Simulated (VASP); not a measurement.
# W (Im-3m) in VASP: notebook

One crystal, W, is run at these levels: PBE+D3(BJ); tasks: relaxation of cell and atoms, vibrations by finite differences.

Everything below comes from runs of VASP 6.6.1. Logs are shortened: lines on timing, memory, paths and dates and some standing lists are left out, and cuts for length are marked.

## (1) The structure

It takes space group Im-3m (No. 229, cubic). The conventional cell has a = 3.165 Å, b = 3.165 Å, c = 3.165 Å, α = 90.00°, β = 90.00°, γ = 90.00°. Around W (site symmetry m-3m) lie 8 W at 2.74 Å.

## (2) Relaxation of cell and atoms, PBE+D3(BJ)

Contents of INCAR:

```
SYSTEM = W
PREC = Accurate ; ENCUT = 520
EDIFF = 1E-7 ; ISMEAR = 0
SIGMA = 0.1 ; LREAL = .False.
LASPH = .True. ; NELM = 100
ALGO = Fast ; ISIF = 3
LWAVE = .False. ; LCHARG = .False.
GGA = PE ; IVDW = 12
IBRION = 2 ; NSW = 80
EDIFFG = -0.002
```

Contents of KPOINTS:

```
regular mesh
0
Gamma
  18 18 18
  0 0 0
```

Contents of POSCAR:

```
W
1.0
   -1.5823450000      1.5823450000      1.5823450000
    1.5823450000     -1.5823450000      1.5823450000
    1.5823450000      1.5823450000     -1.5823450000
W
1
Direct
    0.0000000000      0.0000000000      0.0000000000
```

Potentials or basis: VASP PAW PBE potentials, release 64 (W_sv).

Started as:

```sh
$ cat potpaw_PBE.64/W_sv/POTCAR > POTCAR
$ mpirun -np 1 vasp_std > vasp.out
```

OUTCAR:

```text
SYSTEM = W
   PREC = Accurate
   ENCUT = 520
   EDIFF = 1E-7
   ISMEAR = 0
   LREAL = .False.
   LASPH = .True.
   NELM = 100
   ISIF = 3
   GGA = PE
   IVDW = 12
   IBRION = 2
   NSW = 80
   EDIFFG = -0.002
 IVDW          = 12

 ion  position               nearest neighbor table
   1  0.000  0.000  0.000-

  LATTYP: Found a body centered cubic cell.
 ALAT       =     3.1646900000

  Lattice vectors:

 A1 = (  -1.5823450000,   1.5823450000,   1.5823450000)
 A2 = (   1.5823450000,  -1.5823450000,   1.5823450000)
 A3 = (   1.5823450000,   1.5823450000,  -1.5823450000)

Analysis of symmetry for initial positions (statically):
=====================================================================
 Subroutine PRICEL returns:
 Original cell was already a primitive cell.

 Routine SETGRP: Setting up the symmetry group for a
 body centered cubic supercell.

 Subroutine GETGRP returns: Found 48 space group operations
 (whereof 48 operations were pure point group operations)
 out of a pool of 48 trial point group operations.

The static configuration has the point symmetry O_h .

Analysis of symmetry for dynamics (positions and initial velocities):
=====================================================================
 Subroutine PRICEL returns:
 Original cell was already a primitive cell.

 Routine SETGRP: Setting up the symmetry group for a
 body centered cubic supercell.

 Subroutine GETGRP returns: Found 48 space group operations
 (whereof 48 operations were pure point group operations)
 out of a pool of 48 trial point group operations.

The dynamic configuration has the point symmetry O_h .

 Subroutine INISYM returns: Found 48 space group operations
 (whereof 48 operations are pure point group operations),
 and found     1 'primitive' translations

----------------------------------------------------------------------------------------

                                     Primitive cell

  volume of cell :      15.8476

  direct lattice vectors                    reciprocal lattice vectors
    -1.582345000  1.582345000  1.582345000     0.000000000  0.315986716  0.315986716
     1.582345000 -1.582345000  1.582345000     0.315986716  0.000000000  0.315986716
     1.582345000  1.582345000 -1.582345000     0.315986716  0.315986716  0.000000000

  length of vectors
     2.740701935  2.740701935  2.740701935     0.446872699  0.446872699  0.446872699

  position of ions in fractional coordinates (direct lattice)
     0.000000000  0.000000000  0.000000000

  ion indices of the primitive-cell ions
   primitive index   ion index
                 1           1

----------------------------------------------------------------------------------------

 KPOINTS: regular mesh

Automatic generation of k-mesh.
 Grid dimensions read from file:
 generate k-points for:   18   18   18

 Generating k-lattice:

  Cartesian coordinates                     Fractional coordinates (reciprocal lattice)
     0.000000000  0.017554818  0.017554818     0.055555556  0.000000000  0.000000000
     0.017554818  0.000000000  0.017554818     0.000000000  0.055555556  0.000000000
     0.017554818  0.017554818  0.000000000     0.000000000  0.000000000  0.055555556

  Length of vectors
     0.024826261  0.024826261  0.024826261

  Shift w.r.t. Gamma in fractional coordinates (k-lattice)
     0.000000000  0.000000000  0.000000000

 Subroutine IBZKPT returns following result:
 ===========================================

 Found    195 irreducible k-points:

 Following reciprocal coordinates:
            Coordinates               Weight
  0.000000  0.000000  0.000000      1.000000
  0.055556  0.000000  0.000000     12.000000
  0.111111  0.000000  0.000000     12.000000
  0.166667  0.000000  0.000000     12.000000
  0.222222  0.000000  0.000000     12.000000
  0.277778  0.000000  0.000000     12.000000
[... 16 lines left out ...]
  0.333333  0.111111 -0.000000     48.000000
  0.388889  0.111111  0.000000     48.000000
 [... further k-points ...]
   k-points           NKPTS =    195   k-points in BZ     NKDIM =    195   number of bands    NBANDS=     11
   number of dos      NEDOS =    301   number of ions     NIONS =      1
   total plane-waves  NPLWV =   8000
   dimension x,y,z NGX =    20 NGY =   20 NGZ =   20
   dimension x,y,z NGXF=    40 NGYF=   40 NGZF=   40
   ions per type =               1
   NGX,Y,Z   is equivalent  to a cutoff of  12.13, 12.13, 12.13 a.u.
   NGXF,Y,Z  is equivalent  to a cutoff of  24.26, 24.26, 24.26 a.u.
 SYSTEM =  W
   PREC   = accura    normal or accurate (medium, high low for compatibility)
   ISTART =      0    job   : 0-new  1-cont  2-samecut
   ICHARG =      2    charge: 1-file 2-atom 10-const
   ISPIN  =      1    spin polarized calculation?
   LNONCOLLINEAR =      F non collinear calculations
   LSORBIT =      F    spin-orbit coupling
   LASPH  =      T    aspherical Exc in radial PAW
   ENCUT  =  520.0 eV  38.22 Ry    6.18 a.u.   5.10  5.10  5.10*2*pi/ulx,y,z
   NELM   =    100;   NELMIN=  2; NELMDL= -5     # of ELM steps
   EDIFF  = 0.1E-06   stopping-criterion for ELM
   LREAL  =      F    real-space projection
   EDIFFG = -.2E-02   stopping-criterion for IOM
   NSW    =     80    number of steps for IOM
   IBRION =      2    ionic relax: 0-MD 1-quasi-New 2-CG
   NFREE  =      1    steps in history (QN), initial steepest desc. (CG)
   ISIF   =      3    stress and relaxation
   ISYM   =      2    0-nonsym 1-usesym 2-fastsym
   POTIM  = 0.5000    time-step for ionic-motion
   TEBEG  =    0.0;   TEEND  =   0.0 temperature during run
   PSTRESS=    0.0 pullay stress
   NELECT =      14.0000    total number of electrons
   NUPDOWN=      -1.0000    fix difference up-down
   EMIN   =  10.00;   EMAX   =-10.00  energy-range for DOS
   EFERMI =   0.00;   METHOD = LEGACY
   ISMEAR =     0;   SIGMA  =   0.10  broadening in eV -4-tet -1-fermi 0-gaus
   EFERMI_NEDOS =   21; number of points for ismear=-14 and -15
   IALGO  =     68    algorithm
   IMIX   =      4    mixing-type and parameters
     AMIX     =   0.40;   BMIX     =  1.00
     AMIX_MAG =   1.60;   BMIX_MAG =  1.00
  volume/ion in A,a.u.               =      15.85       106.94
  Fermi-wavevector in a.u.,A,eV,Ry     =   1.570832  2.968442 33.572544  2.467512
  Thomas-Fermi vector in A             =   2.672506
   LORBIT       =      0    0 simple, 1 ext, 2 COOP (PROOUT), +10 PAW based schemes
   GGA     = PE    functional components
   LHFCALC =     F    Hartree Fock is set to
   AEXX    =    0.0000 exact exchange contribution
   IVDW    =    12    specifies the selected vdW correction
   LEPSILON=     F    determine dielectric tensor
   LRPA    =     F    only Hartree local field effects (RPA)
 conjugate gradient relaxation of ions
 non-spin polarized calculation
 RMM-DIIS sequential band-by-band and
 Gauss-broadening in eV      SIGMA  =   0.10
  energy-cutoff  :      520.00
  volume of cell :       15.85
 maximum number of plane-waves:       440
   NGX = 11   NGY = 11   NGZ = 11

--------------------------------------- Ionic step        1  -------------------------------------------

 number of electron      14.0000004 magnetization

 Free energy of the ion-electron system (eV)
  ---------------------------------------------------
  ext. energy  EPLUGINS =         0.00000000
  ---------------------------------------------------
  free energy    TOTEN  =       -12.94507085 eV

  energy without entropy =      -12.94160199  energy(sigma->0) =      -12.94333642

------------------------ aborting loop because EDIFF is reached ----------------------------------------

 Edisp (eV)   -0.69548

 E8    (eV) :    -0.3566

  FORCE on cell =-STRESS in cart. coord.  units (eV):
  Direction    XX          YY          ZZ          XY          YZ          ZX
  --------------------------------------------------------------------------------------
  -------------------------------------------------------------------------------------
  Total      -0.10123    -0.10123    -0.10123     0.00000     0.00000    -0.00000
  in kB     -10.23382   -10.23382   -10.23382     0.00000     0.00000    -0.00000
  external pressure =      -10.23 kB  Pullay stress =        0.00 kB
[... 59 lines left out ...]
  energy  without entropy=      -13.6352126920  energy(sigma->0) =      -13.63691443

--------------------------------------- Ionic step        3  -------------------------------------------

 number of electron      14.0000004 magnetization

 Free energy of the ion-electron system (eV)
  ---------------------------------------------------
  ext. energy  EPLUGINS =         0.00000000
  ---------------------------------------------------
  free energy    TOTEN  =       -12.94290243 eV

  energy without entropy =      -12.93944999  energy(sigma->0) =      -12.94117621

 E-fermi :  11.4913     XC(G=0): -13.6602

 val. band max:       11.4882851508   @ k =  -0.2778   0.3333   0.2222
 cond. band min:      11.5024931585   @ k =   0.5000   0.5000   0.2222
 fundamental gap:      0.0142080078
 Fermi energy:        11.4913335212

 k-point     1 :       0.0000    0.0000    0.0000
  band No.  band energies     occupation
      1     -62.6805      2.00000
      2     -26.2375      2.00000
      3     -26.2375      2.00000
      4     -26.2375      2.00000
      5       1.8376      2.00000
      6      10.2615      2.00000
      7      10.2615      2.00000
      8      10.2615      2.00000
      9      13.7662      0.00000
     10      13.7662      0.00000
     11      26.0192      0.00000
[... 309 lines left out ...]
 k-point    24 :       0.3889    0.1111    0.0000
  band No.  band energies     occupation
      1     -62.5441      2.00000
      2     -27.4601      2.00000
      3     -26.6963      2.00000
      4     -26.3026      2.00000
      5       5.6378      2.00000
      6       8.0646      2.00000
      7      10.9097      2.00000
      8      13.5371      0.00000
      9      14.8759      0.00000
     10      17.9573      0.00000
     11      22.4718      0.00000

 [... further k-points ...]

------------------------ aborting loop because EDIFF is reached ----------------------------------------

 Edisp (eV)   -0.69782

 E8    (eV) :    -0.3578

  FORCE on cell =-STRESS in cart. coord.  units (eV):
  Direction    XX          YY          ZZ          XY          YZ          ZX
  --------------------------------------------------------------------------------------
  -------------------------------------------------------------------------------------
  Total       0.00090     0.00090     0.00090     0.00000     0.00000     0.00000
  in kB       0.09119     0.09119     0.09119     0.00000     0.00000     0.00000
  external pressure =        0.09 kB  Pullay stress =        0.00 kB
[... 16 lines left out ...]
  FREE ENERGIE OF THE ION-ELECTRON SYSTEM (eV)
  ---------------------------------------------------
  free  energy   TOTEN  =       -13.6407188963 eV

  energy  without entropy=      -13.6372664601  energy(sigma->0) =      -13.63899268

 reached required accuracy - stopping structural energy minimisation
```

Wall time 40 s (1 thread of Intel Xeon Platinum 8488C (Sapphire Rapids), shared host); peak memory 0.16 GiB.

Results:

```
Free energy                            : -13.6407 eV
Relaxed volume                         : 15.80 Å³/atom
Relaxed cell                           : a = 2.738 Å, b = 2.738 Å, c = 2.738 Å, α = 109.47°, β = 109.47°, γ = 109.47°
Space group after relaxing (to 0.05 Å) : Im-3m (No. 229)
Energy gained by relaxing              : 0.2 meV/atom
Ionic steps                            : 3
Pressure after relaxing                : 0.0 GPa
Band gap on the k mesh                 : none (metal or under the smearing width)
Dispersion energy per atom             : -0.698 eV
```

The path:
```tsv
step	energy change (eV)	largest force (eV/Å)	pressure (GPa)	volume (Å³)
1	0.0000	0.0000	-1.02	15.85
2	0.0019	0.0000	3.82	15.62
3	-0.0002	0.0000	0.01	15.80
```

Final structure:
```cif
data_structure
_symmetry_space_group_name_H-M 'P 1'
_symmetry_Int_Tables_number 1
_cell_length_a 2.7377
_cell_length_b 2.7377
_cell_length_c 2.7377
_cell_angle_alpha 109.471
_cell_angle_beta 109.471
_cell_angle_gamma 109.471
_cell_volume 15.80
loop_
_atom_site_label
_atom_site_type_symbol
_atom_site_fract_x
_atom_site_fract_y
_atom_site_fract_z
_atom_site_occupancy
W1 W 0.00000 0.00000 0.00000 1
```

Caveat: pairwise dispersion overbinds metals, which lowers pressure and volume. Spin-orbit coupling is left out, which matters for the levels of W.

## (3) Relaxation of cell and atoms, PBE+D3(BJ)

This run uses another cell than the first one, of 15.80 Å³/atom, 0.997 times its volume.

INCAR is that of step 2.

KPOINTS is that of step 2.

Contents of POSCAR:

```
W                                       
1.0
   -1.5806329062      1.5806329062      1.5806329062
    1.5806329062     -1.5806329062      1.5806329062
    1.5806329062      1.5806329062     -1.5806329062
  W             
     1
Direct
     0.0000000000000000    0.0000000000000000    0.0000000000000000
```

Potentials or basis: VASP PAW PBE potentials, release 64 (W_sv).

Started as:

```sh
$ cat potpaw_PBE.64/W_sv/POTCAR > POTCAR
$ mpirun -np 1 vasp_std > vasp.out
```

OUTCAR:

```text
SYSTEM = W
   PREC = Accurate
   ENCUT = 520
   EDIFF = 1E-7
   ISMEAR = 0
   LREAL = .False.
   LASPH = .True.
   NELM = 100
   ISIF = 3
   GGA = PE
   IVDW = 12
   IBRION = 2
   NSW = 80
   EDIFFG = -0.002
 IVDW          = 12

 ion  position               nearest neighbor table
   1  0.000  0.000  0.000-

  LATTYP: Found a body centered cubic cell.
 ALAT       =     3.1612658124

  Lattice vectors:

 A1 = (  -1.5806329062,   1.5806329062,   1.5806329062)
 A2 = (   1.5806329062,  -1.5806329062,   1.5806329062)
 A3 = (   1.5806329062,   1.5806329062,  -1.5806329062)

Analysis of symmetry for initial positions (statically):
=====================================================================
 Subroutine PRICEL returns:
 Original cell was already a primitive cell.

 Routine SETGRP: Setting up the symmetry group for a
 body centered cubic supercell.

 Subroutine GETGRP returns: Found 48 space group operations
 (whereof 48 operations were pure point group operations)
 out of a pool of 48 trial point group operations.

The static configuration has the point symmetry O_h .

Analysis of symmetry for dynamics (positions and initial velocities):
=====================================================================
 Subroutine PRICEL returns:
[... 152 lines left out ...]
  ---------------------------------------------------
  ext. energy  EPLUGINS =         0.00000000
  ---------------------------------------------------
  free energy    TOTEN  =       -12.94286911 eV

  energy without entropy =      -12.93941670  energy(sigma->0) =      -12.94114290

------------------------ aborting loop because EDIFF is reached ----------------------------------------

 Edisp (eV)   -0.69782

 E8    (eV) :    -0.3578
[... 69 lines left out ...]
--------------------------------------- Ionic step        3  -------------------------------------------

 number of electron      14.0000004 magnetization

 Free energy of the ion-electron system (eV)
  ---------------------------------------------------
  ext. energy  EPLUGINS =         0.00000000
  ---------------------------------------------------
  free energy    TOTEN  =       -12.94289707 eV

  energy without entropy =      -12.93944445  energy(sigma->0) =      -12.94117076

 E-fermi :  11.4908     XC(G=0): -13.6600

 val. band max:       11.4877141368   @ k =  -0.2778   0.3333   0.2222
 cond. band min:      11.5019284307   @ k =   0.5000   0.5000   0.2222
 fundamental gap:      0.0142142939
 Fermi energy:        11.4907658540

 k-point     1 :       0.0000    0.0000    0.0000
  band No.  band energies     occupation
      1     -62.6812      2.00000
      2     -26.2383      2.00000
      3     -26.2383      2.00000
      4     -26.2383      2.00000
      5       1.8373      2.00000
      6      10.2610      2.00000
      7      10.2610      2.00000
      8      10.2610      2.00000
      9      13.7656      0.00000
     10      13.7656      0.00000
     11      26.0186      0.00000
[... 309 lines left out ...]
 k-point    24 :       0.3889    0.1111    0.0000
  band No.  band energies     occupation
      1     -62.5448      2.00000
      2     -27.4606      2.00000
      3     -26.6970      2.00000
      4     -26.3033      2.00000
      5       5.6375      2.00000
      6       8.0643      2.00000
      7      10.9091      2.00000
      8      13.5364      0.00000
      9      14.8751      0.00000
     10      17.9563      0.00000
     11      22.4703      0.00000

 [... further k-points ...]

------------------------ aborting loop because EDIFF is reached ----------------------------------------

 Edisp (eV)   -0.69779

 E8    (eV) :    -0.3578
[... 24 lines left out ...]
  FREE ENERGIE OF THE ION-ELECTRON SYSTEM (eV)
  ---------------------------------------------------
  free  energy   TOTEN  =       -13.6406856099 eV

  energy  without entropy=      -13.6372329839  energy(sigma->0) =      -13.63895930

 reached required accuracy - stopping structural energy minimisation
```

OSZICAR:

```text
N       E                     dE             d eps       ncg     rms          rms(c)
DAV:   1     0.750751166388E+02    0.75075E+02   -0.78258E+03  4317   0.144E+03
[... 21 lines left out ...]
   2 F= -.13640684E+02 E0= -.13638957E+02  d E =0.183169E-05
       N       E                     dE             d eps       ncg     rms          rms(c)
DAV:   1    -0.129429083053E+02    0.19958E-03   -0.26922E-04  4749   0.261E-01    0.448E-02
RMM:   2    -0.129428982422E+02    0.10063E-04   -0.13616E-05  4292   0.417E-02    0.110E-02
RMM:   3    -0.129428966602E+02    0.15819E-05   -0.66006E-06  4297   0.287E-02    0.838E-03
RMM:   4    -0.129428971057E+02   -0.44542E-06   -0.44863E-07  4263   0.894E-03    0.208E-03
RMM:   5    -0.129428970717E+02    0.33996E-07   -0.12507E-07  2750   0.465E-03
   3 F= -.13640686E+02 E0= -.13638959E+02  d E =-.295851E-07
```

Run time: 29 s. Hardware: 1 thread of Intel Xeon Platinum 8488C (Sapphire Rapids), shared host; peak memory 0.16 GiB.

Results:

| Quantity | Value |
| --- | --- |
| Free energy | -13.6407 eV |
| Energy gained by relaxing | 0.0 meV/atom |
| Ionic steps | 3 |
| Pressure after relaxing | 0.0 GPa |
| Band gap on the k mesh | none (metal or under the smearing width) |
| Dispersion energy per atom | -0.698 eV |

Final structure:
```
CELL_PARAMETERS angstrom
-1.58065 1.58065 1.58065
1.58065 -1.58065 1.58065
1.58065 1.58065 -1.58065
ATOMIC_POSITIONS crystal
W 0.00000 0.00000 0.00000
```

Caveat: pairwise dispersion overbinds metals, which lowers pressure and volume.

## (4) Vibrations by finite differences, PBE+D3(BJ)

This run uses another cell than the first one, of 15.80 Å³/atom, 0.997 times its volume.

Contents of INCAR:

```
SYSTEM = W
PREC = Accurate
ENCUT = 520
EDIFF = 1E-8
ISMEAR = 0
SIGMA = 0.1
LREAL = .FALSE.
LASPH = .TRUE.
NELM = 100
ALGO = Fast
ISIF = 3
LWAVE = .FALSE.
LCHARG = .FALSE.
GGA = PE
IVDW = 12
NBANDS = 13
IBRION = 6
NFREE = 2
POTIM = 0.015
NSW = 1
```

Contents of KPOINTS:

```
Automatic mesh
0
G
  18 18 18
  0 0 0
```

Contents of POSCAR:

```
W                                       
1.0
   -1.5806533227      1.5806533227      1.5806533227
    1.5806533227     -1.5806533227      1.5806533227
    1.5806533227      1.5806533227     -1.5806533227
  W             
     1
Direct
     0.0000000000000000    0.0000000000000000    0.0000000000000000
```

Started as:

```sh
$ cat potpaw_PBE.64/W_sv/POTCAR > POTCAR
$ mpirun -np 1 vasp_std > vasp.out
```

Wall time 15 min (1 thread of Intel Xeon Platinum 8488C (Sapphire Rapids), shared host); peak memory 0.61 GiB.

It converged, with:

```
Elastic constants C11, C12, C44 : 519, 227, 153 GPa
Voigt bulk modulus              : 324 GPa
Dispersion energy per atom      : -0.698 eV
```

Elastic tensor in Voigt notation (GPa, in the Cartesian axes of the cell as first typed):
```
519 227 227   0   0   0
227 519 227   0   0   0
227 227 519   0   0   0
  0   0   0 153   0   0
  0   0   0   0 153   0
  0   0   0   0   0 153
```

Clamped-ion elastic tensor (GPa):
```
519 227 227   0   0   0
227 519 227   0   0   0
227 227 519   0   0   0
  0   0   0 153   0   0
  0   0   0   0 153   0
  0   0   0   0   0 153
```

Caveat: elastic constants of metals need much finer meshes, so these are rough; pairwise dispersion overbinds metals, which lowers pressure and volume.
